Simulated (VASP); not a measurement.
Cu: single point with r2SCAN

The system is Cu.

```
Cu
1.0
    -1.42118    1.42118    1.42118
     1.42118   -1.42118    1.42118
     1.42118    1.42118   -1.42118
Cu
1
Direct
  0.00000 0.00000 0.00000
```

The cell was built by a generator and needn't be a form met in nature.

```json
{"Program": "VASP 6.6.1", "Task": "single point", "Functional": "r2SCAN", "Potentials or basis": "VASP PAW PBE potentials, release 64 (Cu)", "Cutoff": "520 eV", "k mesh": "20 × 20 × 20", "Occupations": "gaussian, width 0.05 eV", "Spin": "no spin polarisation", "Dipole correction": "no", "Further INCAR settings": "ALGO = Normal; EDIFF = 1e-06; NBANDS = 12"}
```

```
Pressure               : 0.5 GPa
Band gap on the k mesh : none (metal or under the smearing width)
```

Levels at points of the mesh, in eV from the Fermi level:
| k point | band 2 | band 3 | band 4 | band 5 | band 6 | band 7 | band 8 | band 9 |
| --- | --- | --- | --- | --- | --- | --- | --- | --- |
| (0.00, 0.00, 0.00) | -3.31 | -3.31 | -3.31 | -2.26 | -2.26 | 26.33 | 26.33 | 26.33 |
| (0.50, 0.00, 0.00) | -4.07 | -2.29 | -2.14 | -1.46 | -0.68 | 4.75 | 18.51 | 18.84 |
| (0.50, 0.50, 0.50) | -4.98 | -1.64 | -1.64 | -1.64 | 8.79 | 8.79 | 8.79 | 14.19 |

It took 70 s on 1 thread of AMD EPYC 9R14 (Zen 4), on a shared host, peak memory 0.12 GiB.

Caveat: the PAW data sets were made with another functional, which shifts forces and pressure a little.
